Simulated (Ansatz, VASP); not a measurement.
Ni3Ge: VASP beside Ansatz

The input INCAR:

```
PREC = Accurate
ENCUT = 520
EDIFF = 1E-6
ISMEAR = -1
SIGMA = 0.05
LREAL = F
LASPH = T
NELM = 60
ALGO = Normal
ISIF = 2
LWAVE = F
LCHARG = F
NBANDS = 30
```

The input KPOINTS:

```
Automatic mesh
0
Gamma
  8 8 8
```

POSCAR

```
Ni3Ge
1.0
    3.5303341067      0.0000000000      0.0000000000
    0.0000000000      3.5303341067      0.0000000000
    0.0000000000      0.0000000000      3.5303341067
Ni Ge
3 1
Direct
    0.5000000000      0.0000000000      0.5000000000
    0.0000000000      0.5000000000      0.5000000000
    0.5000000000      0.5000000000      0.0000000000
    0.0000000000      0.0000000000      0.0000000000
```

Input for Ansatz:

```yaml
crystal:
  lattice:
    - [3.5303341067, 0.0, 0.0]
    - [0.0, 3.5303341067, 0.0]
    - [0.0, 0.0, 3.5303341067]
  atoms:
    - { symbol: Ni, position: [0.5, 0.0, 0.5] }
    - { symbol: Ni, position: [0.0, 0.5, 0.5] }
    - { symbol: Ni, position: [0.5, 0.5, 0.0] }
    - { symbol: Ge, position: [0.0, 0.0, 0.0] }
kpoints:
  mp_grid: { grid: [8, 8, 8] }
scf:
  occupations: { method: fermi_dirac, width: 0.05 }
  lower_state_search: "off"
hamiltonian:
  xc: lda
  pseudopotentials: { kind: paw }
output:
  forces: true
  stress: true
  eigenvalues: true
```

Alike in both runs: task single point; functional LDA; k mesh 8 × 8 × 8; occupations fermi-dirac, width 0.05 eV; no spin polarisation.

|  | VASP | Ansatz |
| --- | --- | --- |
| version | VASP 6.6.1 | Ansatz 0.2.0 |
| potentials or method | VASP PAW LDA potentials, release 64 (Ni, Ge_d) | PAW with Ansatz's default frozen-core files, scalar-relativistic |
| plane-wave cutoff (eV) | 520 | 420 |
| valence electrons in the cell | 44 | 68 |

```csv
,VASP,Ansatz,Ansatz less VASP
pressure (GPa),-7.2,-7.7,-0.54
```

The two sets of potentials don't hold the same shells in valence.

Spin polarisation is off, so any magnetic state and its effect on volume and gap are missing.
